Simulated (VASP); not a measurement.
# SiC (Moissanite 3C): NMR shieldings, part 2 of 3

Aim: NMR shielding tensors and field gradients of SiC (Moissanite 3C). The cell is of the zinc-blende type, one of the forms listed for this formula, which need not be the common one. The start is a cell from a database of measured crystal structures.

VASP 6.6.1, plane waves and PAW; the level of theory is named at each step.

So far. Step 2 (Ground state): The cell has a gap of 1.60 eV on this mesh and a pressure of +3.2 GPa, which holds the misfit of the given cell and coordinates with this functional, and any error of cutoff, mesh and data sets.

**3. Shielding tensors**

This step: chemical shifts by linear response (GIPAW), PBE; plane waves and PAW (Si, C) (VASP 6.6.1).

LCHIMAG computes the induced currents by linear response. It needs tightly converged orbitals and a cutoff well above the default; LEFG adds the field gradients at no cost.

Input file INCAR:

```
SYSTEM = SiC
PREC = Accurate
ENCUT = 560
EDIFF = 1E-09
NELM = 100
ISMEAR = 0
SIGMA = 0.01
LREAL = .FALSE.
ALGO = Normal
GGA = PE
NBANDS = 10
LWAVE = .FALSE.
LCHARG = .FALSE.
KPAR = 2
LCHIMAG = .TRUE.
LEFG = .TRUE.
DQ = 0.001
ICHIBARE = 1
LNMR_SYM_RED = .TRUE.
```

Input file POSCAR:

```
SiC
1.0
    0.0000000000      2.1790000000      2.1790000000
    2.1790000000      0.0000000000      2.1790000000
    2.1790000000      2.1790000000      0.0000000000
Si C
1 1
Direct
    0.0000000000      0.0000000000      0.0000000000
    0.7500000000      0.7500000000      0.7500000000
```

Input file KPOINTS:

```
Automatic mesh
0
Gamma
8 8 8
0 0 0
```

PAW data sets: Si and C (PBE family, release 64).

Run with:

```
$ mpirun -np 2 vasp_std
```

Log:

```text
[... set-up lines as in an earlier step ...]
 entering main loop
       N       E                     dE             d eps       ncg     rms          rms(c)
DAV:   1     0.352362995609E+01    0.35236E+01   -0.43777E+03   628   0.722E+02
DAV:   2    -0.162646942779E+02   -0.19788E+02   -0.18701E+02   788   0.114E+02
DAV:   3    -0.169096467479E+02   -0.64495E+00   -0.64353E+00   686   0.171E+01
DAV:   4    -0.169125248500E+02   -0.28781E-02   -0.28775E-02   672   0.137E+00
DAV:   5    -0.169125381497E+02   -0.13300E-04   -0.13300E-04   670   0.875E-02    0.881E+00
DAV:   6    -0.151151960528E+02    0.17973E+01   -0.67436E+00   602   0.125E+01    0.389E+00
DAV:   7    -0.150644777103E+02    0.50718E-01   -0.37387E-01   696   0.379E+00    0.178E+00
DAV:   8    -0.150567811388E+02    0.76966E-02   -0.20673E-02   596   0.104E+00    0.163E-01
DAV:   9    -0.150569258893E+02   -0.14475E-03   -0.14383E-03   772   0.233E-01    0.112E-01
DAV:  10    -0.150570330539E+02   -0.10716E-03   -0.20934E-04   626   0.971E-02    0.237E-02
DAV:  11    -0.150570350119E+02   -0.19580E-05   -0.37270E-05   656   0.339E-02    0.586E-03
DAV:  12    -0.150570354218E+02   -0.40994E-06   -0.14892E-06   624   0.830E-03    0.986E-04
DAV:  13    -0.150570354560E+02   -0.34222E-07   -0.71514E-08   644   0.207E-03    0.104E-03
DAV:  14    -0.150570354407E+02    0.15348E-07   -0.59610E-09   724   0.553E-04    0.399E-04
DAV:  15    -0.150570354431E+02   -0.23973E-08   -0.39752E-10   342   0.162E-04    0.603E-05
DAV:  16    -0.150570354435E+02   -0.41871E-09   -0.22231E-11   312   0.357E-05
ion   1
     0.0000000     0.0000000     0.0000000    -0.0000000    -0.0000000    -0.0000000
     0.0000353     0.0000000     0.0000000    -0.0000000    -0.0000000    -0.0000000
     0.0000487     0.0000000     0.0000000    -0.0000000    -0.0000000    -0.0000000
     0.0000670     0.0000000     0.0000000    -0.0000000    -0.0000000    -0.0000000
     0.0000923     0.0000000     0.0000000    -0.0000000    -0.0000000    -0.0000000

     0.0000000     0.0000000     0.0000000    -0.0000000    -0.0000000    -0.0000000
     0.0000353     0.0000000     0.0000000    -0.0000000    -0.0000000    -0.0000000
     0.0000487     0.0000000     0.0000000    -0.0000000    -0.0000000    -0.0000000
     0.0000670     0.0000000     0.0000000    -0.0000000    -0.0000000    -0.0000000
     0.0000923     0.0000000     0.0000000    -0.0000000    -0.0000000    -0.0000000

ion   2
     0.0000000     0.0000000    -0.0000000    -0.0000000    -0.0000000    -0.0000000
     0.0000266     0.0000000    -0.0000000    -0.0000000    -0.0000000    -0.0000000
     0.0000367     0.0000000    -0.0000000    -0.0000000    -0.0000000    -0.0000000
     0.0000505     0.0000000    -0.0000000    -0.0000000    -0.0000000    -0.0000000
     0.0000695     0.0000000    -0.0000000    -0.0000000    -0.0000000    -0.0000000

     0.0000000     0.0000000    -0.0000000    -0.0000000    -0.0000000    -0.0000000
     0.0000266     0.0000000    -0.0000000    -0.0000000    -0.0000000    -0.0000000
     0.0000367     0.0000000    -0.0000000    -0.0000000    -0.0000000    -0.0000000
     0.0000505     0.0000000    -0.0000000    -0.0000000    -0.0000000    -0.0000000
     0.0000695     0.0000000    -0.0000000    -0.0000000    -0.0000000    -0.0000000

   1 F= -.15057035E+02 E0= -.15057035E+02  d E =-.108961E-12
DAV:   1     0.177230834981E+02    0.17723E+02    0.00000E+00     0   0.000E+00
DAV:   2     0.177230834981E+02    0.00000E+00    0.00000E+00     0   0.000E+00
BDIR= 1  IDIR= 2  IQ= -1
DAV:   1     0.354540029972E+02    0.35454E+02   -0.11975E-02   620   0.418E-01
DAV:   2     0.354539863848E+02   -0.16612E-04   -0.16612E-04   626   0.101E-01
DAV:   3     0.354539863427E+02   -0.42130E-07   -0.42152E-07   858   0.666E-03
DAV:   4     0.354539863426E+02   -0.34703E-10   -0.19637E-10   646   0.101E-04
       N       E                     dE             d eps       ncg     rms
RMM:   1    -0.214246417206E+02   -0.21425E+02   -0.47519E+01  1294   0.270E+01
RMM:   2    -0.220794970839E+02   -0.65486E+00   -0.62013E-01  1326   0.406E+00
RMM:   3    -0.221008758611E+02   -0.21379E-01   -0.28422E-02  1338   0.592E-01
RMM:   4    -0.221020546137E+02   -0.11788E-02   -0.17017E-03  1360   0.123E-01
RMM:   5    -0.221021318957E+02   -0.77282E-04   -0.12944E-04  1359   0.256E-02
RMM:   6    -0.221021384484E+02   -0.65527E-05   -0.94526E-06  1359   0.628E-03
RMM:   7    -0.221021389458E+02   -0.49739E-06   -0.87158E-07  1317   0.155E-03
RMM:   8    -0.221021389945E+02   -0.48622E-07   -0.68820E-08  1172   0.422E-04
RMM:   9    -0.221021389982E+02   -0.37294E-08   -0.66188E-09  1090   0.126E-04
RMM:  10    -0.221021389986E+02   -0.39700E-09   -0.54173E-10  1039   0.513E-05
BDIR= 1  IDIR= 2  IQ=  0
DAV:   1     0.354461618874E+02    0.35446E+02   -0.84295E-12   302   0.174E-05
DAV:   2     0.354461618874E+02    0.97771E-11   -0.99141E-13   302   0.619E-06
       N       E                     dE             d eps       ncg     rms
RMM:   1    -0.214491972882E+02   -0.21449E+02   -0.47664E+01  1296   0.270E+01
RMM:   2    -0.221058703690E+02   -0.65667E+00   -0.61931E-01  1321   0.406E+00
RMM:   3    -0.221271557198E+02   -0.21285E-01   -0.28350E-02  1321   0.592E-01
RMM:   4    -0.221283292196E+02   -0.11735E-02   -0.16921E-03  1328   0.123E-01
RMM:   5    -0.221284060169E+02   -0.76797E-04   -0.12882E-04  1315   0.255E-02
RMM:   6    -0.221284125321E+02   -0.65152E-05   -0.93707E-06  1316   0.619E-03
RMM:   7    -0.221284130246E+02   -0.49250E-06   -0.86400E-07  1256   0.151E-03
RMM:   8    -0.221284130728E+02   -0.48136E-07   -0.67887E-08  1091   0.403E-04
RMM:   9    -0.221284130764E+02   -0.36693E-08   -0.65289E-09  1000   0.122E-04
RMM:  10    -0.221284130768E+02   -0.39133E-09   -0.53270E-10   946   0.503E-05
BDIR= 1  IDIR= 2  IQ=  1
DAV:   1     0.354380765888E+02    0.35438E+02   -0.11953E-02   620   0.418E-01
DAV:   2     0.354380599791E+02   -0.16610E-04   -0.16610E-04   628   0.100E-01
DAV:   3     0.354380599369E+02   -0.42274E-07   -0.42274E-07   866   0.666E-03
DAV:   4     0.354380599368E+02   -0.44196E-10   -0.15145E-10   648   0.960E-05
       N       E                     dE             d eps       ncg     rms
RMM:   1    -0.214746686084E+02   -0.21475E+02   -0.47811E+01  1293   0.270E+01
RMM:   2    -0.221331747203E+02   -0.65851E+00   -0.61846E-01  1325   0.406E+00
RMM:   3    -0.221543618797E+02   -0.21187E-01   -0.28273E-02  1337   0.592E-01
RMM:   4    -0.221555299364E+02   -0.11681E-02   -0.16829E-03  1357   0.122E-01
RMM:   5    -0.221556063012E+02   -0.76365E-04   -0.12841E-04  1361   0.255E-02
RMM:   6    -0.221556127963E+02   -0.64951E-05   -0.93390E-06  1360   0.623E-03
[...]
RLQ:   3    -0.499655431871E-01   -0.22382E-03   -0.23793E-04  1295   0.582E-02
RLQ:   4    -0.499741747357E-01   -0.86315E-05   -0.12725E-05  1301   0.101E-02
RLQ:   5    -0.499747205730E-01   -0.54584E-06   -0.84301E-07  1271   0.243E-03
RLQ:   6    -0.499747610433E-01   -0.40470E-07   -0.59421E-08  1167   0.585E-04
RLQ:   7    -0.499747641045E-01   -0.30611E-08   -0.56307E-09  1077   0.166E-04
RLQ:   8    -0.499747643509E-01   -0.24646E-09   -0.34789E-10  1017   0.579E-05
BDIR= 3  IDIR= 1  IQ= -1
DAV:   1     0.354605854952E+02    0.35461E+02   -0.11840E-02   614   0.426E-01
DAV:   2     0.354605684113E+02   -0.17084E-04   -0.17084E-04   642   0.101E-01
DAV:   3     0.354605683697E+02   -0.41564E-07   -0.41554E-07   860   0.656E-03
DAV:   4     0.354605683697E+02   -0.16563E-10   -0.17800E-10   646   0.950E-05
       N       E                     dE             d eps       ncg     rms
RMM:   1    -0.309267274463E+02   -0.30927E+02   -0.87629E+01  1304   0.288E+01
RMM:   2    -0.324293675978E+02   -0.15026E+01   -0.12302E+00  1330   0.504E+00
RMM:   3    -0.324739116661E+02   -0.44544E-01   -0.64250E-02  1339   0.820E-01
RMM:   4    -0.324765214815E+02   -0.26098E-02   -0.35695E-03  1365   0.190E-01
RMM:   5    -0.324766846852E+02   -0.16320E-03   -0.30190E-04  1368   0.450E-02
RMM:   6    -0.324766989986E+02   -0.14313E-04   -0.20066E-05  1366   0.116E-02
RMM:   7    -0.324767000197E+02   -0.10211E-05   -0.19584E-06  1301   0.308E-03
RMM:   8    -0.324767001211E+02   -0.10134E-06   -0.13790E-07  1181   0.840E-04
RMM:   9    -0.324767001283E+02   -0.72288E-08   -0.14076E-08  1151   0.246E-04
RMM:  10    -0.324767001291E+02   -0.77881E-09   -0.10288E-09  1123   0.820E-05
BDIR= 3  IDIR= 1  IQ=  0
DAV:   1     0.354461618874E+02    0.35446E+02   -0.83445E-12   302   0.174E-05
DAV:   2     0.354461618874E+02   -0.59686E-12   -0.88972E-13   302   0.619E-06
       N       E                     dE             d eps       ncg     rms
RMM:   1    -0.309571902309E+02   -0.30957E+02   -0.87727E+01  1305   0.288E+01
RMM:   2    -0.324619183973E+02   -0.15047E+01   -0.12348E+00  1320   0.504E+00
RMM:   3    -0.325067154469E+02   -0.44797E-01   -0.64549E-02  1322   0.821E-01
RMM:   4    -0.325093399738E+02   -0.26245E-02   -0.35947E-03  1334   0.190E-01
RMM:   5    -0.325095043910E+02   -0.16442E-03   -0.30387E-04  1325   0.451E-02
RMM:   6    -0.325095187887E+02   -0.14398E-04   -0.20221E-05  1325   0.116E-02
RMM:   7    -0.325095198172E+02   -0.10285E-05   -0.19693E-06  1242   0.309E-03
RMM:   8    -0.325095199190E+02   -0.10178E-06   -0.13876E-07  1129   0.843E-04
RMM:   9    -0.325095199263E+02   -0.72698E-08   -0.14122E-08  1078   0.247E-04
RMM:  10    -0.325095199271E+02   -0.78010E-09   -0.10332E-09  1050   0.823E-05
BDIR= 3  IDIR= 1  IQ=  1
DAV:   1     0.354315022573E+02    0.35432E+02   -0.11827E-02   614   0.426E-01
DAV:   2     0.354314851689E+02   -0.17088E-04   -0.17088E-04   640   0.102E-01
DAV:   3     0.354314851274E+02   -0.41442E-07   -0.41463E-07   852   0.655E-03
DAV:   4     0.354314851274E+02   -0.24876E-10   -0.25486E-10   644   0.108E-04
       N       E                     dE             d eps       ncg     rms
RMM:   1    -0.309855272254E+02   -0.30986E+02   -0.87795E+01  1305   0.288E+01
RMM:   2    -0.324923971389E+02   -0.15069E+01   -0.12395E+00  1331   0.505E+00
RMM:   3    -0.325374331627E+02   -0.45036E-01   -0.64824E-02  1339   0.822E-01
RMM:   4    -0.325400707213E+02   -0.26376E-02   -0.36182E-03  1364   0.191E-01
RMM:   5    -0.325402362434E+02   -0.16552E-03   -0.30559E-04  1368   0.452E-02
RMM:   6    -0.325402507147E+02   -0.14471E-04   -0.20368E-05  1366   0.117E-02
RMM:   7    -0.325402517506E+02   -0.10359E-05   -0.19800E-06  1300   0.311E-03
RMM:   8    -0.325402518528E+02   -0.10224E-06   -0.13977E-07  1181   0.847E-04
RMM:   9    -0.325402518601E+02   -0.73246E-08   -0.14196E-08  1147   0.249E-04
RMM:  10    -0.325402518609E+02   -0.78374E-09   -0.10415E-09  1121   0.827E-05
BDIR= 3  IDIR= 2  IQ= -1
DAV:   1     0.354540029972E+02    0.35454E+02   -0.11975E-02   620   0.418E-01
DAV:   2     0.354539863848E+02   -0.16612E-04   -0.16612E-04   626   0.101E-01
DAV:   3     0.354539863426E+02   -0.42165E-07   -0.42152E-07   858   0.666E-03
DAV:   4     0.354539863426E+02   -0.41922E-12   -0.19697E-10   646   0.101E-04
       N       E                     dE             d eps       ncg     rms
RMM:   1    -0.308653512541E+02   -0.30865E+02   -0.88481E+01  1281   0.294E+01
RMM:   2    -0.324257926925E+02   -0.15604E+01   -0.12790E+00  1319   0.517E+00
RMM:   3    -0.324720712790E+02   -0.46279E-01   -0.63739E-02  1336   0.833E-01
RMM:   4    -0.324745637852E+02   -0.24925E-02   -0.34360E-03  1355   0.189E-01
RMM:   5    -0.324747138597E+02   -0.15007E-03   -0.27362E-04  1354   0.433E-02
RMM:   6    -0.324747261991E+02   -0.12339E-04   -0.17296E-05  1358   0.109E-02
RMM:   7    -0.324747270379E+02   -0.83887E-06   -0.16016E-06  1295   0.280E-03
RMM:   8    -0.324747271160E+02   -0.78016E-07   -0.10538E-07  1170   0.746E-04
RMM:   9    -0.324747271212E+02   -0.52869E-08   -0.10225E-08  1127   0.214E-04
RMM:  10    -0.324747271218E+02   -0.52344E-09   -0.68956E-10  1085   0.727E-05
BDIR= 3  IDIR= 2  IQ=  0
DAV:   1     0.354461618874E+02    0.35446E+02   -0.83177E-12   302   0.174E-05
DAV:   2     0.354461618874E+02   -0.76739E-12   -0.98179E-13   302   0.619E-06
       N       E                     dE             d eps       ncg     rms
RMM:   1    -0.307728518598E+02   -0.30773E+02   -0.88076E+01  1282   0.294E+01
RMM:   2    -0.323244668029E+02   -0.15516E+01   -0.12688E+00  1309   0.516E+00
RMM:   3    -0.323702850085E+02   -0.45818E-01   -0.63197E-02  1322   0.829E-01
RMM:   4    -0.323727543795E+02   -0.24694E-02   -0.33977E-03  1330   0.188E-01
RMM:   5    -0.323729026464E+02   -0.14827E-03   -0.27075E-04  1321   0.430E-02
RMM:   6    -0.323729148567E+02   -0.12210E-04   -0.17065E-05  1321   0.108E-02
RMM:   7    -0.323729156840E+02   -0.82736E-06   -0.15833E-06  1254   0.277E-03
RMM:   8    -0.323729157612E+02   -0.77135E-07   -0.10383E-07  1123   0.738E-04
RMM:   9    -0.323729157664E+02   -0.52065E-08   -0.10104E-08  1055   0.211E-04
RMM:  10    -0.323729157669E+02   -0.51737E-09   -0.67996E-10  1010   0.719E-05
BDIR= 3  IDIR= 2  IQ=  1
DAV:   1     0.354380765888E+02    0.35438E+02   -0.11953E-02   620   0.418E-01
DAV:   2     0.354380599791E+02   -0.16610E-04   -0.16610E-04   628   0.100E-01
DAV:   3     0.354380599368E+02   -0.42301E-07   -0.42274E-07   866   0.666E-03
DAV:   4     0.354380599368E+02   -0.83276E-11   -0.15168E-10   648   0.960E-05
       N       E                     dE             d eps       ncg     rms
RMM:   1    -0.306793460418E+02   -0.30679E+02   -0.87663E+01  1280   0.293E+01
RMM:   2    -0.322220037576E+02   -0.15427E+01   -0.12588E+00  1318   0.515E+00
RMM:   3    -0.322673780019E+02   -0.45374E-01   -0.62676E-02  1337   0.827E-01
RMM:   4    -0.322698257806E+02   -0.24478E-02   -0.33635E-03  1355   0.187E-01
RMM:   5    -0.322699725042E+02   -0.14672E-03   -0.26827E-04  1351   0.428E-02
RMM:   6    -0.322699846116E+02   -0.12107E-04   -0.16888E-05  1353   0.108E-02
RMM:   7    -0.322699854305E+02   -0.81892E-06   -0.15702E-06  1292   0.276E-03
RMM:   8    -0.322699855071E+02   -0.76601E-07   -0.10284E-07  1169   0.735E-04
RMM:   9    -0.322699855123E+02   -0.51590E-08   -0.10033E-08  1132   0.210E-04
RMM:  10    -0.322699855128E+02   -0.51442E-09   -0.67329E-10  1090   0.718E-05
       N       E                     dE             d eps       ncg     rms
RLQ:   1    -0.455795112096E-01   -0.45580E-01   -0.69777E-02   937   0.154E+00
RLQ:   2    -0.491557147624E-01   -0.35762E-02   -0.90779E-03  1144   0.354E-01
RLQ:   3    -0.493677827793E-01   -0.21207E-03   -0.16932E-04  1119   0.484E-02
RLQ:   4    -0.493742390586E-01   -0.64563E-05   -0.10995E-05  1141   0.851E-03
RLQ:   5    -0.493747705072E-01   -0.53145E-06   -0.67098E-07  1069   0.201E-03
RLQ:   6    -0.493748072376E-01   -0.36730E-07   -0.66915E-08   973   0.545E-04
RLQ:   7    -0.493748110426E-01   -0.38050E-08   -0.50965E-09   885   0.160E-04
RLQ:   8    -0.493748113291E-01   -0.28651E-09   -0.54439E-10   845   0.624E-05
```

Run time: 88 s. Hardware: 2 MPI ranks of AMD EPYC 7R43, shared host; peak memory 0.27 GiB.

From OUTCAR (step 3):

```text
The static configuration has the point symmetry T_d .

 Found     29 irreducible k-points:

   k-points           NKPTS =     29   k-points in BZ     NKDIM =     29   number of bands    NBANDS=     10

   ENCUT  =  560.0 eV  41.16 Ry    6.42 a.u.   5.95  5.95  5.95*2*pi/ulx,y,z

   NELECT =       8.0000    total number of electrons

  Total        0.4066991      0.4066991      0.4066991     -0.0000000      0.0000000     -0.0000000
  in kB       31.4906882     31.4906882     31.4906882     -0.0000000      0.0000000     -0.0000000
  external PRESSURE =      31.4906882 kB  Pullay stress =       0.0000000 kB

  energy-cutoff  :      560.00
  volume of cell :       20.69
      direct lattice vectors                 reciprocal lattice vectors
     0.000000000  2.179000000  2.179000000    -0.229463056  0.229463056  0.229463056
     2.179000000  0.000000000  2.179000000     0.229463056 -0.229463056  0.229463056
     2.179000000  2.179000000  0.000000000     0.229463056  0.229463056 -0.229463056

 POSITION                                       TOTAL-FORCE (eV/Angst)
 -----------------------------------------------------------------------------------
      0.00000      0.00000      0.00000         0.000000      0.000000     -0.000000
      3.26850      3.26850      3.26850        -0.000000     -0.000000      0.000000
 -----------------------------------------------------------------------------------
    total drift:                               -0.000000     -0.000000     -0.000000

 Electric field gradients after diagonalization (V/A^2)
 (convention: |V_zz| > |V_xx| > |V_yy|)
----------------------------------------------------------------------
 ion       V_xx      V_yy      V_zz     asymmetry (V_yy - V_xx)/ V_zz
----------------------------------------------------------------------
   1      -0.000    -0.000     0.000       0.000
   2      -0.000    -0.000     0.000       0.000
----------------------------------------------------------------------

  ORBITAL MAGNETIC SUSCEPTIBILITY, excluding core contribution
 -------------------------------------------------------------
  Approximate magnetic susceptibility, pGv (10^-6 cm^3/mole)
     1        -24.459799          0.000000          0.000000
     2         -0.000000        -24.459799          0.000000
     3         -0.000000         -0.000000        -24.459799
 -------------------------------------------------------------
  Approximate magnetic susceptibility, vGv (10^-6 cm^3/mole)
     1        -19.886925          0.000000         -0.000000
     2          0.000000        -19.886925          0.000000
     3          0.000000          0.000000        -19.886925

  CSA tensor (J. Mason, Solid State Nucl. Magn. Reson. 2, 285 (1993))
  for chemical shielding  (including the isotropic core contribution)

  BDIR labels direction of applied magnetic field (i.e. B0)
  For BDIR==1, B0 along x-axis, etc.
  Induced field listed along cartesian directions for each BDIR
 ------------------------------------------------------------------------------------------
                 EXCLUDING G=0 CONTRIBUTION              INCLUDING G=0 CONTRIBUTION
 ------------------------------------------------------------------------------------------
  ion  BDIR            X           Y           Z                X           Y           Z
          (   iso_shield        span        skew ) (   iso_shield        span        skew )
 ------------------------------------------------------------------------------------------
    1     1     352.0901      0.0000      0.0000         370.2283      0.0000     -0.0000
          2      -0.0000    352.0901      0.0000          -0.0000    370.2283      0.0000
          3       0.0000      0.0000    352.0901           0.0000      0.0000    370.2283
          (     352.0901      0.0000      0.0000 ) (     370.2283      0.0000      0.0000 )

    2     1     139.8370     -0.0000     -0.0000         157.9752     -0.0000     -0.0000
          2      -0.0000    139.8370     -0.0000          -0.0000    157.9752     -0.0000
          3       0.0000     -0.0000    139.8370           0.0000     -0.0000    157.9752
          (     139.8370      0.0000      0.0000 ) (     157.9752      0.0000      0.0000 )
 ------------------------------------------------------------------------------------------

[... 4 parts as in an earlier step ...]

[... 2 further parts left out ...]
```

This step gave:

```
free energy (TOTEN)            : -15.06 eV
Fermi energy                   : 8.152 eV
pressure                       : 3.149 GPa
gap on the k-mesh              : 1.356 eV
least direct gap on the k-mesh : 4.542 eV
```

Valence and core; the G = 0 term is that of a spherical sample. NMR shielding, by row:

```tsv
atom	isotropic shielding (ppm)	span (ppm)	skew	isotropic shielding without the G = 0 term (ppm)
Si1	370.2	0	-	352.1
C2	158	0	-	139.8
```

Ordered as |Vzz| ≥ |Vxx| ≥ |Vyy|, the program's way. Electric field gradients, by row:

```tsv
atom	Vxx (V/Å²)	Vyy (V/Å²)	Vzz (V/Å²)	asymmetry
Si1	0	0	0	-
C2	0	0	0	-
```

(Continued in part 3 of 3.)

[Lines on the potential files, build, host, timing and source positions are cut from VASP's logs without a mark.]

[Logs are printed without paths, hosts, clocks, repeated set-up lines and the standing remarks that a program may print on its own settings, such as how far it seeks lower states.]

[Hosts, paths, dates, database ids (printed as entryN), source tags and the programs' standing remarks are cut or masked in the printed files.]
